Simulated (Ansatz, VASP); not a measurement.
# Ir in VASP and in Ansatz

```
Ir
1.0
     2.79895    0.00000    0.00000
    -1.39948    2.42396    0.00000
     0.00000    0.00000    9.02718
Ir
4
Cartesian
  0.0000 0.0000 0.0000
  0.0000 0.0000 4.5136
  0.0000 1.6160 6.7704
  1.3995 0.8080 2.2568
```

Alike in both runs: task single point; functional PBE; k mesh 9 × 9 × 2; occupations gaussian, width 0.1 eV; no spin polarisation.

```csv
,VASP,Ansatz
version,VASP 6.6.1,Ansatz 0.2.0
potentials or method,"VASP PAW PBE potentials, release 64 (Ir)","scalar-relativistic, plane waves, PAW"
plane-wave cutoff (eV),520,420
valence electrons in the cell,36,68
```

|  | VASP | Ansatz | Ansatz less VASP |
| --- | --- | --- | --- |
| gap on the k mesh at the Fermi level (eV) | none | none | - |
| pressure (GPa) | -15.5 | -15.8 | -0.32 |
| largest component of the traceless stress (GPa) | 1.01 | 1.00 | -0.017 |

A gap of «none» marks a metal or a gap that the smearing closes. The functional is the same, so the differences come from potentials, cutoffs and numerics. The two sets of potentials don't hold the same shells in valence.

Caveats: so large a pressure means that the cell lies far from this level's equilibrium, or that cutoff or potentials fall short (VASP). The runs have no spin-orbit coupling, so splittings on Ir are missing.
